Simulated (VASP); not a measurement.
# InAs (F-43m) in VASP: further runs

One crystal, InAs, is run at these levels: PBEsol+D3, PBEsol+D3(BJ), PBE; tasks: relaxation of cell and atoms, single point.

Program: VASP 6.6.1. These are calculated values, not measurements. Logs are shortened: lines on timing, memory, paths and dates and some standing lists are left out, and cuts for length are marked.

**What was measured.**

A printed reference work, data compilation reports, for a bulk crystal of InAs at 4.2 K: band gap 0.418 eV (direct).

The runs below are set against these values where they give the same quantity.

## Step 1: The crystal as given

The structure is cubic, space group F-43m (No. 216). Conventional cell: a = 6.036 Å, b = 6.036 Å, c = 6.036 Å, α = 90.00°, β = 90.00°, γ = 90.00°. In (site symmetry -43m) is surrounded by 4 As at 2.61 Å. As (site symmetry -43m) has 4 In at 2.61 Å as nearest neighbours.

## Step 2: Relaxation of cell and atoms, PBEsol+D3

The input, INCAR:

```
SYSTEM = InAs
ALGO     = Normal         ! electronic algorithm
EDIFF    = 1E-6           ! SCF threshold, eV
EDIFFG   = -0.01          ! ionic threshold
ENCUT    = 600            ! plane-wave cutoff, eV
GGA      = PS             ! functional
IBRION   = 2              ! ionic algorithm
ISIF     = 3              ! what is computed and relaxed
ISMEAR   = -1             ! smearing method
IVDW     = 11             ! dispersion correction
LASPH    = .TRUE.         ! aspherical terms in the spheres
LCHARG   = .FALSE.        ! write CHGCAR
LREAL    = .FALSE.        ! projectors in reciprocal space
LWAVE    = .FALSE.        ! write WAVECAR
NELM     = 60             ! most SCF steps
NSW      = 40             ! ionic steps
PREC     = Accurate       ! precision mode
SIGMA    = 0.05           ! smearing width, eV
```

The input, KPOINTS:

```
k-points
0
G
  8 8 8
  0 0 0
```

The input, POSCAR:

```
InAs
1.0
    0.0000000000      3.0180000000      3.0180000000
    3.0180000000      0.0000000000      3.0180000000
    3.0180000000      3.0180000000      0.0000000000
In As
1 1
Direct
    0.0000000000      0.0000000000      0.0000000000
    0.7500000000      0.7500000000      0.7500000000
```

Potentials or basis: VASP PAW PBE potentials, release 64 (In_d, As).

The run is started by

```
$ cat potpaw_PBE.64/In_d/POTCAR potpaw_PBE.64/As/POTCAR > POTCAR
$ mpirun -np 1 vasp_std > vasp.out
```

OUTCAR:

```text
SYSTEM = InAs
   EDIFF = 1E-6
   EDIFFG = -0.01
   ENCUT = 600
   GGA = PS
   IBRION = 2
   ISIF = 3
   ISMEAR = -1
   IVDW = 11
   LASPH = .TRUE.
   LREAL = .FALSE.
   NELM = 60
   NSW = 40
   PREC = Accurate
 IVDW          = 11

 ion  position               nearest neighbor table
   1  0.000  0.000  0.000-   2 2.61   2 2.61   2 2.61   2 2.61
   2  0.750  0.750  0.750-   1 2.61   1 2.61   1 2.61   1 2.61

  LATTYP: Found a face centered cubic cell.
 ALAT       =     6.0360000000

  Lattice vectors:

 A1 = (   0.0000000000,   3.0180000000,   3.0180000000)
 A2 = (   3.0180000000,   0.0000000000,   3.0180000000)
 A3 = (   3.0180000000,   3.0180000000,   0.0000000000)

Analysis of symmetry for initial positions (statically):
=====================================================================
 Subroutine PRICEL returns:
 Original cell was already a primitive cell.

 Routine SETGRP: Setting up the symmetry group for a
 face centered cubic supercell.

 Subroutine GETGRP returns: Found 24 space group operations
 (whereof 24 operations were pure point group operations)
 out of a pool of 48 trial point group operations.

The static configuration has the point symmetry T_d .

Analysis of symmetry for dynamics (positions and initial velocities):
=====================================================================
 Subroutine PRICEL returns:
 Original cell was already a primitive cell.

 Routine SETGRP: Setting up the symmetry group for a
 face centered cubic supercell.

 Subroutine GETGRP returns: Found 24 space group operations
 (whereof 24 operations were pure point group operations)
 out of a pool of 48 trial point group operations.

The dynamic configuration has the point symmetry T_d .

 Subroutine INISYM returns: Found 24 space group operations
 (whereof 24 operations are pure point group operations),
 and found     1 'primitive' translations

----------------------------------------------------------------------------------------

                                     Primitive cell

  volume of cell :      54.9778

  direct lattice vectors                    reciprocal lattice vectors
     0.000000000  3.018000000  3.018000000    -0.165672631  0.165672631  0.165672631
     3.018000000  0.000000000  3.018000000     0.165672631 -0.165672631  0.165672631
     3.018000000  3.018000000  0.000000000     0.165672631  0.165672631 -0.165672631

  length of vectors
     4.268096531  4.268096531  4.268096531     0.286953414  0.286953414  0.286953414

  position of ions in fractional coordinates (direct lattice)
     0.000000000  0.000000000  0.000000000
     0.750000000  0.750000000  0.750000000

  ion indices of the primitive-cell ions
   primitive index   ion index
                 1           1
                 2           2

----------------------------------------------------------------------------------------
[... 74 lines left out ...]
   IBRION =      2    ionic relax: 0-MD 1-quasi-New 2-CG
   NFREE  =      1    steps in history (QN), initial steepest desc. (CG)
   ISIF   =      3    stress and relaxation
   ISYM   =      2    0-nonsym 1-usesym 2-fastsym
   POTIM  = 0.5000    time-step for ionic-motion
   TEBEG  =    0.0;   TEEND  =   0.0 temperature during run
   PSTRESS=    0.0 pullay stress
   NELECT =      18.0000    total number of electrons
   NUPDOWN=      -1.0000    fix difference up-down
   EMIN   =  10.00;   EMAX   =-10.00  energy-range for DOS
   EFERMI =   0.00;   METHOD = LEGACY
   ISMEAR =    -1;   SIGMA  =   0.05  broadening in eV -4-tet -1-fermi 0-gaus
   EFERMI_NEDOS =   21; number of points for ismear=-14 and -15
   IALGO  =     38    algorithm
   IMIX   =      4    mixing-type and parameters
     AMIX     =   0.40;   BMIX     =  1.00
     AMIX_MAG =   1.60;   BMIX_MAG =  1.00
  volume/ion in A,a.u.               =      27.49       185.50
  Fermi-wavevector in a.u.,A,eV,Ry     =   1.128331  2.132236 17.321990  1.273130
  Thomas-Fermi vector in A             =   2.265020
   LORBIT       =      0    0 simple, 1 ext, 2 COOP (PROOUT), +10 PAW based schemes
   GGA     = PS    functional components
   LHFCALC =     F    Hartree Fock is set to
   AEXX    =    0.0000 exact exchange contribution
   IVDW    =    11    specifies the selected vdW correction
   LEPSILON=     F    determine dielectric tensor
   LRPA    =     F    only Hartree local field effects (RPA)
 conjugate gradient relaxation of ions
 non-spin polarized calculation
  energy-cutoff  :      600.00
  volume of cell :       54.98
 maximum number of plane-waves:      1856
 NGX is ok and might be reduce to    36
   NGX = 17   NGY = 17   NGZ = 17

--------------------------------------- Ionic step        1  -------------------------------------------

 number of electron      18.0000003 magnetization

 Free energy of the ion-electron system (eV)
  ---------------------------------------------------
  ext. energy  EPLUGINS =         0.00000000
  ---------------------------------------------------
  free energy    TOTEN  =        -8.47976225 eV

  energy without entropy =       -8.47922661  energy(sigma->0) =       -8.47949443

------------------------ aborting loop because EDIFF is reached ----------------------------------------

 Edisp (eV)   -0.35617

 E8    (eV) :    -0.2286
[... 71 lines left out ...]
--------------------------------------- Ionic step        3  -------------------------------------------

 number of electron      18.0000004 magnetization

 Free energy of the ion-electron system (eV)
  ---------------------------------------------------
  ext. energy  EPLUGINS =         0.00000000
  ---------------------------------------------------
  free energy    TOTEN  =        -8.48335112 eV

  energy without entropy =       -8.48281148  energy(sigma->0) =       -8.48308130

 E-fermi :   4.4019     XC(G=0):  -9.2749

 val. band max:        4.3544794005   @ k =   0.0000   0.0000   0.0000
 cond. band min:       5.2234386045   @ k =   0.5000   0.0000   0.0000
 fundamental gap:      0.8689592041
 Fermi energy:         4.4018969658

 k-point     1 :       0.0000    0.0000    0.0000
  band No.  band energies     occupation
      1      -9.9756      2.00000
      2      -9.9756      2.00000
      3      -9.9756      2.00000
      4      -9.8484      2.00000
      5      -9.8484      2.00000
      6      -7.5232      2.00000
      7       4.0611      1.99781
      8       4.3545      1.44157
      9       4.3545      1.44157
     10       4.3545      1.44157
     11       8.2084      0.00000
     12       8.2084      0.00000
     13       8.2084      0.00000
[... 354 lines left out ...]
  band No.  band energies     occupation
      1     -10.1188      2.00000
      2      -9.9351      2.00000
      3      -9.9214      2.00000
      4      -9.8537      2.00000
      5      -9.8409      2.00000
      6      -5.7755      2.00000
      7      -1.3062      2.00000
      8       1.5885      2.00000
      9       2.6945      2.00000
     10       7.0947      0.00000
     11       8.3221      0.00000
     12      10.0940      0.00000
     13      11.3419      0.00000

 [... further k-points ...]

------------------------ aborting loop because EDIFF is reached ----------------------------------------

 Edisp (eV)   -0.35314

 E8    (eV) :    -0.2265
[... 25 lines left out ...]
  FREE ENERGIE OF THE ION-ELECTRON SYSTEM (eV)
  ---------------------------------------------------
  free  energy   TOTEN  =        -8.8364937380 eV

  energy  without entropy=       -8.8359540926  energy(sigma->0) =       -8.83622392

 reached required accuracy - stopping structural energy minimisation
```

Wall time 50 s (1 thread of AMD EPYC 9R14 (Zen 4), shared host); peak memory 0.2 GiB.

What came out:

```yaml
Free_energy: -8.8365 eV
Relaxed_volume: 27.69 Å³/atom
Relaxed_cell: a = 4.279 Å, b = 4.279 Å, c = 4.279 Å, α = 60.00°, β = 60.00°, γ = 60.00°
Space_group_after_relaxing_to_0.05_Å: F-43m (No. 216)
Energy_gained_by_relaxing: 0.3 meV/atom
Ionic_steps: 3
Pressure_after_relaxing: 0.0 GPa
Band_gap_on_the_k_mesh: none (metal or under the smearing width)
Dispersion_energy_per_atom: -0.177 eV
```

The path:
| step | energy change (eV) | largest force (eV/Å) | pressure (GPa) | volume (Å³) |
| --- | --- | --- | --- | --- |
| 1 | 0.0000 | 0.0000 | 0.44 | 54.98 |
| 2 | -0.0004 | 0.0000 | -0.17 | 55.58 |
| 3 | -0.0006 | 0.0000 | -0.01 | 55.39 |

Final structure:
```
In As
1.0
     0.00000    3.02550    3.02550
     3.02550    0.00000    3.02550
     3.02550    3.02550    0.00000
In As
1 1
Direct
  0.00000 0.00000 0.00000
  0.75000 0.75000 0.75000
```

Levels at points of the mesh, in eV from the Fermi level:
```
           k point  band 7  band 8  band 9  band 10  band 11  band 12
(0.00, 0.00, 0.00)   -0.34   -0.05   -0.05    -0.05     3.81     3.81
(0.50, 0.00, 0.00)   -5.85   -1.04   -1.04     0.82     4.57     4.57
(0.50, 0.50, 0.00)   -5.92   -2.39   -2.39     1.39     1.93     9.02
```

Caveat: the PAW data sets were made with another functional, which shifts forces and pressure a little; pairwise dispersion overbinds metals, which lowers pressure and volume; this crystal is a semiconductor, whose small gap the functional closes, so the metal is an error of the method.

## Step 3: Relaxation of cell and atoms, PBEsol+D3(BJ)

The input, INCAR:

```
ALGO = Fast
EDIFF = 1E-6
EDIFFG = -0.01
ENCUT = 600
GGA = PS
IBRION = 2
ISIF = 3
ISMEAR = -1
IVDW = 12
LASPH = T
LCHARG = F
LREAL = F
LWAVE = F
NELM = 80
NSW = 40
PREC = Accurate
SIGMA = 0.05
```

The input, KPOINTS:

```
k-points
0
Gamma
  8 8 8
```

POSCAR is that of step 2.

Potentials or basis: VASP PAW PBE potentials, release 64 (In_d, As).

The run is started by

```
$ cat potpaw_PBE.64/In_d/POTCAR potpaw_PBE.64/As/POTCAR > POTCAR
$ mpirun -np 1 vasp_std > vasp.out
```

It took 58 s on 1 thread of AMD EPYC 9R14 (Zen 4), shared host; peak memory 0.2 GiB.

It converged, with:

```yaml
Free_energy: -9.1145 eV
Relaxed_volume: 27.40 Å³/atom
Relaxed_cell: a = 4.263 Å, b = 4.263 Å, c = 4.263 Å, α = 60.00°, β = 60.00°, γ = 60.00°
Space_group_after_relaxing_to_0.05_Å: F-43m (No. 216)
Energy_gained_by_relaxing: 0.1 meV/atom
Ionic_steps: 3
Pressure_after_relaxing: 0.0 GPa
Band_gap_on_the_k_mesh: none (metal or under the smearing width)
Dispersion_energy_per_atom: -0.318 eV
```

The path:
```tsv
step	energy change (eV)	largest force (eV/Å)	pressure (GPa)	volume (Å³)
1	0.0000	0.0000	-0.19	54.98
2	-0.0001	0.0000	0.09	54.72
3	-0.0001	0.0000	0.00	54.80
```

Final structure:
```yaml
crystal:
  lattice:
    - [0.00000, 3.01466, 3.01466]
    - [3.01466, 0.00000, 3.01466]
    - [3.01466, 3.01466, 0.00000]
  atoms:
    - { symbol: In, position: [0.00000, 0.00000, 0.00000] }
    - { symbol: As, position: [0.75000, 0.75000, 0.75000] }
```

Levels at points of the mesh, in eV from the Fermi level:
| k point | band 6 | band 7 | band 8 | band 9 | band 10 | band 11 | band 12 | band 13 |
| --- | --- | --- | --- | --- | --- | --- | --- | --- |
| (0.00, 0.00, 0.00) | -11.99 | -0.29 | -0.05 | -0.05 | -0.05 | 3.81 | 3.81 | 3.81 |
| (0.50, 0.00, 0.00) | -10.48 | -5.91 | -1.06 | -1.06 | 0.85 | 4.58 | 4.58 | 6.68 |
| (0.50, 0.50, 0.00) | -9.92 | -5.97 | -2.42 | -2.42 | 1.38 | 1.93 | 9.09 | 9.23 |

Caveat: the PAW data sets were made with another functional, which shifts forces and pressure a little; pairwise dispersion overbinds metals, which lowers pressure and volume; this crystal is a semiconductor, whose small gap the functional closes, so the metal is an error of the method.

## Step 4: Single point, PBE

The input, INCAR:

```
  PREC = Accurate
  ENCUT = 520
  EDIFF = 1E-6
  ISMEAR = 0
  SIGMA = 0.024
  LREAL = False
  LASPH = True
  NELM = 100
  ALGO = Normal
  ISIF = 2
  LWAVE = False
  LCHARG = False
  GGA = PE
```

The input, KPOINTS:

```
regular mesh
0
Gamma
  8 8 8
```

POSCAR is that of step 3.

Potentials or basis: VASP PAW PBE potentials, release 64 (In_d, As).

The run is started by

```
$ cat potpaw_PBE.64/In_d/POTCAR potpaw_PBE.64/As/POTCAR > POTCAR
$ mpirun -np 1 vasp_std > vasp.out
```

OUTCAR:

```text
PREC = Accurate
   ENCUT = 520
   EDIFF = 1E-6
   ISMEAR = 0
   LREAL = False
   LASPH = True
   NELM = 100
   ISIF = 2
   GGA = PE

 ion  position               nearest neighbor table
   1  0.000  0.000  0.000-   2 2.61   2 2.61   2 2.61   2 2.61
   2  0.750  0.750  0.750-   1 2.61   1 2.61   1 2.61   1 2.61

  LATTYP: Found a face centered cubic cell.
 ALAT       =     6.0360000000

  Lattice vectors:

 A1 = (   0.0000000000,   3.0180000000,   3.0180000000)
[... 570 lines left out ...]

------------------------ aborting loop because EDIFF is reached ----------------------------------------

  FORCE on cell =-STRESS in cart. coord.  units (eV):
  Direction    XX          YY          ZZ          XY          YZ          ZX
  --------------------------------------------------------------------------------------
  -------------------------------------------------------------------------------------
  Total        1.4968212      1.4968212      1.4968212      0.0000000     -0.0000000     -0.0000000
  in kB       43.6207169     43.6207169     43.6207169      0.0000000     -0.0000000     -0.0000000
  external PRESSURE =      43.6207169 kB  Pullay stress =       0.0000000 kB

 VOLUME and BASIS-vectors are now :
 -----------------------------------------------------------------------------
  energy-cutoff  :      520.00
  volume of cell :       54.98
      direct lattice vectors                 reciprocal lattice vectors
     0.000000000  3.018000000  3.018000000    -0.165672631  0.165672631  0.165672631
     3.018000000  0.000000000  3.018000000     0.165672631 -0.165672631  0.165672631
     3.018000000  3.018000000  0.000000000     0.165672631  0.165672631 -0.165672631

 POSITION                                       TOTAL-FORCE (eV/Angst)
 -----------------------------------------------------------------------------------
      0.00000      0.00000      0.00000         0.000000     -0.000000     -0.000000
      4.52700      4.52700      4.52700        -0.000000      0.000000      0.000000
 -----------------------------------------------------------------------------------
    total drift:                                0.000000      0.000000      0.000000

  FREE ENERGIE OF THE ION-ELECTRON SYSTEM (eV)
  ---------------------------------------------------
  free  energy   TOTEN  =        -7.6612849963 eV

  energy  without entropy=       -7.6612126859  energy(sigma->0) =       -7.66124884
```

It took 12 s on 1 thread of AMD EPYC 9R45 (Zen 5), shared host; peak memory 0.15 GiB.

What came out:

* Free energy: -7.6613 eV
* Pressure: 4.4 GPa
* Band gap on the k mesh: none (metal or under the smearing width)

Caveat: this crystal is a semiconductor, whose small gap the functional closes, so the metal is an error of the method.

(Part 1 of 2 ends here.)
